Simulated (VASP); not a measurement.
# AlN (P6_3mc) in VASP: relaxation of the atoms with PBE

Aim: the relaxation of the atoms of AlN with PBE.

All numbers are computed with VASP 6.6.1; they aren't measurements. Logs are shortened: lines on timing, memory, paths and dates and some standing lists are left out, and cuts for length are marked.

**Experimental background.**

“Self-assembly of well-separated AlN nanowires directly on sputtered metallic TiN films”, 2019, arxiv:1910.07391 quotes, for a bulk crystal of AlN at 10 K: band gap 6.034 eV (an exciton energy, a little under the gap).

The results are compared with them further down.

## 1. Starting point

The structure is hexagonal, space group P6_3mc (No. 186). Conventional cell: a = 3.113 Å, b = 3.113 Å, c = 4.981 Å, α = 90.00°, β = 90.00°, γ = 120.00°. Al (site symmetry 3m) is surrounded by 4 N at 1.89 Å. N (site symmetry 3m) has 4 Al at 1.89 Å as nearest neighbours.

## 2. Relaxation of the atoms, PBE

The input, INCAR:

```
ALGO     = Normal         # electronic algorithm
EDIFF    = 1E-7           # SCF threshold, eV
EDIFFG   = -0.002         # ionic threshold
ENCUT    = 520            # plane-wave cutoff, eV
GGA      = PE             # functional
IBRION   = 2              # ionic algorithm
ISIF     = 2              # what is computed and relaxed
ISMEAR   = 0              # smearing method
KPAR     = 4            
LASPH    = T              # aspherical terms in the spheres
LCHARG   = F              # write CHGCAR
LREAL    = F              # projectors in reciprocal space
LWAVE    = F              # write WAVECAR
NELM     = 80             # most SCF steps
NSW      = 80             # ionic steps
PREC     = Accurate       # precision mode
SIGMA    = 0.02           # smearing width, eV
```

The input, KPOINTS:

```
k-points
0
Gamma
  12 12 6
```

The input, POSCAR:

```
AlN
1.0
    3.1130000000      0.0000000000      0.0000000000
   -1.5565000000      2.6959370800      0.0000000000
    0.0000000000      0.0000000000      4.9810000000
Al N
2 2
Direct
    0.3333333300      0.6666666700      0.0000000000
    0.6666666700      0.3333333300      0.5000000000
    0.3333333300      0.6666666700      0.3800000000
    0.6666666700      0.3333333300      0.8800000000
```

Potentials or basis: VASP PAW PBE potentials, release 64 (Al, N).

The run is started by

```
$ cat potpaw_PBE.64/Al/POTCAR potpaw_PBE.64/N/POTCAR > POTCAR
$ mpirun -np 4 vasp_std > vasp.out
```

OUTCAR:

```text
EDIFF = 1E-7
   EDIFFG = -0.002
   ENCUT = 520
   GGA = PE
   IBRION = 2
   ISIF = 2
   ISMEAR = 0
   LASPH = T
   LREAL = F
   NELM = 80
   NSW = 80
   PREC = Accurate

 ion  position               nearest neighbor table
   1  0.333  0.667  0.000-   3 1.89   4 1.89   4 1.89   4 1.89   2 3.07   2 3.07   2 3.07   2 3.07
                             2 3.07   2 3.07
   2  0.667  0.333  0.500-   4 1.89   3 1.89   3 1.89   3 1.89   1 3.07   1 3.07   1 3.07   1 3.07
                             1 3.07   1 3.07
   3  0.333  0.667  0.380-   1 1.89   2 1.89   2 1.89   2 1.89
   4  0.667  0.333  0.880-   2 1.89   1 1.89   1 1.89   1 1.89

  LATTYP: Found a hexagonal cell.
 ALAT       =     3.1130000000
 C/A-ratio  =     1.6000642467

  Lattice vectors:

 A1 = (   3.1130000000,   0.0000000000,   0.0000000000)
 A2 = (  -1.5565000000,   2.6959370800,   0.0000000000)
 A3 = (   0.0000000000,   0.0000000000,   4.9810000000)

Analysis of symmetry for initial positions (statically):
=====================================================================
 Subroutine PRICEL returns:
 Original cell was already a primitive cell.

 Routine SETGRP: Setting up the symmetry group for a
 hexagonal supercell.

 Subroutine GETGRP returns: Found 12 space group operations
 (whereof  6 operations were pure point group operations)
 out of a pool of 24 trial point group operations.

The static configuration has the point symmetry C_3v.
 The point group associated with its full space group is C_6v.

Analysis of symmetry for dynamics (positions and initial velocities):
=====================================================================
 Subroutine PRICEL returns:
 Original cell was already a primitive cell.

 Routine SETGRP: Setting up the symmetry group for a
 hexagonal supercell.

 Subroutine GETGRP returns: Found 12 space group operations
 (whereof  6 operations were pure point group operations)
 out of a pool of 24 trial point group operations.

The dynamic configuration has the point symmetry C_3v.
 The point group associated with its full space group is C_6v.

 Subroutine INISYM returns: Found 12 space group operations
 (whereof  6 operations are pure point group operations),
 and found     1 'primitive' translations

----------------------------------------------------------------------------------------

                                     Primitive cell

  volume of cell :      41.8028

  direct lattice vectors                    reciprocal lattice vectors
     3.113000000  0.000000000  0.000000000     0.321233537  0.185464269  0.000000000
    -1.556500000  2.695937080  0.000000000     0.000000000  0.370928538  0.000000000
     0.000000000  0.000000000  4.981000000     0.000000000  0.000000000  0.200762899

  length of vectors
     3.113000000  3.112999998  4.981000000     0.370928538  0.370928538  0.200762899

  position of ions in fractional coordinates (direct lattice)
     0.333333330  0.666666670  0.000000000
     0.666666670  0.333333330  0.500000000
     0.333333330  0.666666670  0.380000000
     0.666666670  0.333333330  0.880000000

  ion indices of the primitive-cell ions
   primitive index   ion index
                 1           1
                 2           2
                 3           3
                 4           4

----------------------------------------------------------------------------------------

 KPOINTS: k-points

Automatic generation of k-mesh.
 Grid dimensions read from file:
 generate k-points for:   12   12    6

 Generating k-lattice:

  Cartesian coordinates                     Fractional coordinates (reciprocal lattice)
     0.026769461  0.015455356  0.000000000     0.083333333 -0.000000000  0.000000000
     0.000000000  0.030910712  0.000000000     0.000000000  0.083333333  0.000000000
     0.000000000  0.000000000  0.033460483     0.000000000  0.000000000  0.166666667

  Length of vectors
     0.030910711  0.030910712  0.033460483

  Shift w.r.t. Gamma in fractional coordinates (k-lattice)
     0.000000000  0.000000000  0.000000000

 Subroutine IBZKPT returns following result:
 ===========================================

 Found     76 irreducible k-points:

 Following reciprocal coordinates:
            Coordinates               Weight
  0.000000  0.000000  0.000000      1.000000
  0.083333  0.000000  0.000000      6.000000
  0.166667  0.000000  0.000000      6.000000
  0.250000  0.000000  0.000000      6.000000
  0.333333  0.000000  0.000000      6.000000
  0.416667  0.000000  0.000000      6.000000
[... 16 lines left out ...]
  0.250000  0.000000  0.166667     12.000000
  0.333333  0.000000  0.166667     12.000000
 [... further k-points ...]
   k-points           NKPTS =     76   k-points in BZ     NKDIM =     76   number of bands    NBANDS=     12
   number of dos      NEDOS =    301   number of ions     NIONS =      4
   total plane-waves  NPLWV =  23040
   dimension x,y,z NGX =    24 NGY =   24 NGZ =   40
   dimension x,y,z NGXF=    48 NGYF=   48 NGZF=   80
   ions per type =               2   2
   NGX,Y,Z   is equivalent  to a cutoff of  12.82, 12.82, 13.35 a.u.
   NGXF,Y,Z  is equivalent  to a cutoff of  25.63, 25.63, 26.70 a.u.
 SYSTEM =  unknown system
   PREC   = accura    normal or accurate (medium, high low for compatibility)
   ISTART =      0    job   : 0-new  1-cont  2-samecut
   ICHARG =      2    charge: 1-file 2-atom 10-const
   ISPIN  =      1    spin polarized calculation?
   LNONCOLLINEAR =      F non collinear calculations
   LSORBIT =      F    spin-orbit coupling
   LASPH  =      T    aspherical Exc in radial PAW
   ENCUT  =  520.0 eV  38.22 Ry    6.18 a.u.   5.79  5.79  9.26*2*pi/ulx,y,z
   NELM   =     80;   NELMIN=  2; NELMDL= -5     # of ELM steps
   EDIFF  = 0.1E-06   stopping-criterion for ELM
   LREAL  =      F    real-space projection
   EDIFFG = -.2E-02   stopping-criterion for IOM
   NSW    =     80    number of steps for IOM
   IBRION =      2    ionic relax: 0-MD 1-quasi-New 2-CG
   NFREE  =      1    steps in history (QN), initial steepest desc. (CG)
   ISIF   =      2    stress and relaxation
   ISYM   =      2    0-nonsym 1-usesym 2-fastsym
   POTIM  = 0.5000    time-step for ionic-motion
   TEBEG  =    0.0;   TEEND  =   0.0 temperature during run
   PSTRESS=    0.0 pullay stress
   NELECT =      16.0000    total number of electrons
   NUPDOWN=      -1.0000    fix difference up-down
   EMIN   =  10.00;   EMAX   =-10.00  energy-range for DOS
   EFERMI =   0.00;   METHOD = LEGACY
   ISMEAR =     0;   SIGMA  =   0.02  broadening in eV -4-tet -1-fermi 0-gaus
   EFERMI_NEDOS =   21; number of points for ismear=-14 and -15
   IALGO  =     38    algorithm
   IMIX   =      4    mixing-type and parameters
     AMIX     =   0.40;   BMIX     =  1.00
     AMIX_MAG =   1.60;   BMIX_MAG =  1.00
  volume/ion in A,a.u.               =      10.45        70.52
  Fermi-wavevector in a.u.,A,eV,Ry     =   1.188629  2.246183 19.222843  1.412839
  Thomas-Fermi vector in A             =   2.324754
   LORBIT       =      0    0 simple, 1 ext, 2 COOP (PROOUT), +10 PAW based schemes
   GGA     = PE    functional components
   LHFCALC =     F    Hartree Fock is set to
   AEXX    =    0.0000 exact exchange contribution
   IVDW    =     0    specifies the selected vdW correction
   LEPSILON=     F    determine dielectric tensor
   LRPA    =     F    only Hartree local field effects (RPA)
 conjugate gradient relaxation of ions
 non-spin polarized calculation
 Gauss-broadening in eV      SIGMA  =   0.02
  energy-cutoff  :      520.00
  volume of cell :       41.80
 maximum number of plane-waves:      1152
 NGX is ok and might be reduce to    24
   NGX = 11   NGY = 11   NGZ = 19

--------------------------------------- Ionic step        1  -------------------------------------------

 number of electron      15.9999997 magnetization

 Free energy of the ion-electron system (eV)
  ---------------------------------------------------
  ext. energy  EPLUGINS =         0.00000000
  ---------------------------------------------------
  free energy    TOTEN  =       -29.77128297 eV

  energy without entropy =      -29.77128297  energy(sigma->0) =      -29.77128297

------------------------ aborting loop because EDIFF is reached ----------------------------------------

  FORCE on cell =-STRESS in cart. coord.  units (eV):
  Direction    XX          YY          ZZ          XY          YZ          ZX
  --------------------------------------------------------------------------------------
  -------------------------------------------------------------------------------------
  Total        0.7574747      0.7574747      1.1902415      0.0000000     -0.0000000      0.0000000
  in kB       29.0317544     29.0317544     45.6184228      0.0000000     -0.0000000      0.0000000
  external PRESSURE =      34.5606439 kB  Pullay stress =       0.0000000 kB
[... 61 lines left out ...]
  energy  without entropy=      -29.7724756397  energy(sigma->0) =      -29.77247564

--------------------------------------- Ionic step        3  -------------------------------------------

 number of electron      15.9999997 magnetization

 Free energy of the ion-electron system (eV)
  ---------------------------------------------------
  ext. energy  EPLUGINS =         0.00000000
  ---------------------------------------------------
  free energy    TOTEN  =       -29.77255335 eV

  energy without entropy =      -29.77255335  energy(sigma->0) =      -29.77255335

 E-fermi :   6.2597     XC(G=0): -10.9069

 val. band max:        6.1537376310   @ k =   0.0000   0.0000   0.0000
 cond. band min:      10.3472337263   @ k =   0.0000   0.0000   0.0000
 fundamental gap:      4.1934960954
 Fermi energy:         6.2597071519

 k-point     1 :       0.0000    0.0000    0.0000
  band No.  band energies     occupation
      1      -9.0374      2.00000
      2      -6.8904      2.00000
      3       0.1600      2.00000
      4       5.2763      2.00000
      5       5.2763      2.00000
      6       5.9285      2.00000
      7       5.9285      2.00000
      8       6.1537      2.00000
      9      10.3472      0.00000
     10      12.7923      0.00000
     11      16.7602      0.00000
     12      17.2828      0.00000
[... 331 lines left out ...]
 k-point    24 :       0.3333    0.0000    0.1667
  band No.  band energies     occupation
      1      -7.7159      2.00000
      2      -6.4847      2.00000
      3       1.2387      2.00000
      4       2.2077      2.00000
      5       2.8128      2.00000
      6       4.3698      2.00000
      7       5.3595      2.00000
      8       5.4861      2.00000
      9      12.0019      0.00000
     10      12.8057      0.00000
     11      14.6332      0.00000
     12      16.3161      0.00000

 [... further k-points ...]
[... 5 lines left out ...]
  --------------------------------------------------------------------------------------
  -------------------------------------------------------------------------------------
  Total        0.8664938      0.8664937      0.9354842      0.0000000     -0.0000000      0.0000000
  in kB       33.2101321     33.2101320     35.8543305      0.0000000     -0.0000000      0.0000000
  external PRESSURE =      34.0915315 kB  Pullay stress =       0.0000000 kB
[... 19 lines left out ...]
  FREE ENERGIE OF THE ION-ELECTRON SYSTEM (eV)
  ---------------------------------------------------
  free  energy   TOTEN  =       -29.7725533476 eV

  energy  without entropy=      -29.7725533476  energy(sigma->0) =      -29.77255335

 reached required accuracy - stopping structural energy minimisation
```

It took 36 s on 4 MPI ranks of AMD EPYC 7R43 (Zen 3), shared host; peak memory 0.14 GiB.

Results:

```
Free energy               : -29.7726 eV
Energy gained by relaxing : 0.3 meV/atom
Ionic steps               : 3
Pressure after relaxing   : 3.4 GPa
Band gap on the k mesh    : 4.19 eV, direct
```

Stress tensor (GPa, compression positive):
```
3.32 0.00 0.00
0.00 3.32 0.00
0.00 0.00 3.59
```

The path:
```tsv
step	energy change (eV)	largest force (eV/Å)	pressure (GPa)
1	0.0000	0.1289	3.46
2	-0.0012	0.0318	3.40
3	-0.0013	0.0001	3.41
```

Final structure:
```
CELL_PARAMETERS angstrom
3.11300 0.00000 0.00000
-1.55650 2.69594 0.00000
0.00000 0.00000 4.98100
ATOMIC_POSITIONS crystal
Al 0.33333 0.66667 0.99900
Al 0.66667 0.33333 0.49900
N 0.33333 0.66667 0.38100
N 0.66667 0.33333 0.88100
```

Levels at points of the mesh, in eV from the valence-band top:
| k point | band 5 | band 6 | band 7 | band 8 | band 9 | band 10 | band 11 | band 12 |
| --- | --- | --- | --- | --- | --- | --- | --- | --- |
| (0.00, 0.00, 0.00) | -0.88 | -0.23 | -0.23 | 0.00 | 4.19 | 6.64 | 10.61 | 11.13 |
| (0.50, 0.00, 0.00) | -3.35 | -2.10 | -1.78 | -0.70 | 5.80 | 5.80 | 8.17 | 10.27 |
| (0.00, 0.00, 0.50) | -0.56 | -0.56 | -0.56 | -0.56 | 6.45 | 6.45 | 10.31 | 10.31 |
| (0.50, 0.00, 0.50) | -1.48 | -1.48 | -1.37 | -1.37 | 5.30 | 5.30 | 9.24 | 9.24 |

## 3. How close it comes

Step 2. Measured gap of AlN: 6.034 eV (an exciton energy, a little under the gap; 10 K; quoted in “Self-assembly of well-separated AlN nanowires directly on sputtered metallic TiN films”, 2019, arxiv:1910.07391). This calculation gives 4.19 eV (-1.84 eV). 2 values of this kind are on record (6.034 to 6.0343 eV); this one was drawn at random. The value is that of PBE on a finite k mesh, which can miss the band edges, without temperature or zero-point motion. Semilocal functionals fall short of measured gaps as a rule.
